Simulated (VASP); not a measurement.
BN in VASP 6.6.1, single-point calculation

INCAR

```
ISIF = 2
NELM = 120
NELECT = 7
LWAVE = .FALSE.
SIGMA = 0.01
LCHARG = .FALSE.
ISMEAR = 0
ENCUT = 520
LASPH = .TRUE.
PREC = Accurate
IBRION = -1
METAGGA = R2SCAN
LREAL = .FALSE.
NBANDS = 11
EDIFF = 1E-7
NSW = 0
ALGO = Normal
```

KPOINTS

```
KPOINTS created by Atomic Simulation Environment
0
Gamma
12 12 12
0 0 0
```

POSCAR

```
B  N
 1.0000000000000000
     0.0000000000000000    1.8770184675999999    1.7733753882000001
     1.8770184675999999    0.0000000000000000    1.7733753882000001
     1.8770184675999999    1.8770184675999999    0.0000000000000000
 B   N
   1   1
Cartesian
  0.0000000000000000  0.0000000000000000  0.0000000000000000
  0.9385092338000000  0.9385092338000000  0.8866876941000000
```

The recommended PBE PAW datasets give the neutral cell 8 valence electrons.

Command

```
mpirun -np 1 vasp_std
```

How does this run end, and what does it give?

It converged. Results: pressure -153.4 GPa.

OSZICAR

```
N       E                     dE             d eps       ncg     rms          rms(c)
DAV:   1    -0.253122520583E+01   -0.25312E+01   -0.40237E+03  3674   0.586E+02
DAV:   2    -0.249079786282E+02   -0.22377E+02   -0.21547E+02  4324   0.141E+02
DAV:   3    -0.253622141315E+02   -0.45424E+00   -0.45154E+00  4221   0.170E+01
DAV:   4    -0.253628526198E+02   -0.63849E-03   -0.63848E-03  3811   0.708E-01
DAV:   5    -0.253628533058E+02   -0.68597E-06   -0.68605E-06  4141   0.229E-02    0.461E+00
DAV:   6    -0.237972971093E+02    0.15656E+01   -0.23249E-01  3700   0.361E+00    0.243E+00
DAV:   7    -0.238272987471E+02   -0.30002E-01   -0.33887E-01  3879   0.382E+00    0.816E-01
DAV:   8    -0.238248656537E+02    0.24331E-02   -0.13171E-02  4021   0.977E-01    0.595E-01
DAV:   9    -0.238168589324E+02    0.80067E-02   -0.32753E-02  3799   0.962E-01    0.101E-01
DAV:  10    -0.238169539244E+02   -0.94992E-04   -0.10109E-03  4051   0.286E-01    0.365E-02
DAV:  11    -0.238169690996E+02   -0.15175E-04   -0.31167E-05  3829   0.402E-02    0.126E-02
DAV:  12    -0.238169681802E+02    0.91936E-06   -0.94180E-06  4108   0.179E-02    0.250E-03
DAV:  13    -0.238169685952E+02   -0.41502E-06   -0.51019E-07  3745   0.543E-03    0.325E-04
DAV:  14    -0.238169687172E+02   -0.12192E-06   -0.49442E-09  1862   0.702E-04    0.429E-04
DAV:  15    -0.238169687355E+02   -0.18319E-07   -0.14054E-09  1835   0.228E-04
   1 F= -.23816969E+02 E0= -.23816941E+02  d E =-.547991E-04
```

The cell is charged and sits in a uniform background.

For comparison, a separate r²SCAN run of the intended cell, on usual settings and not on those above, gives a gap of 3.98 eV on its mesh and a pressure of -20.4 GPa.
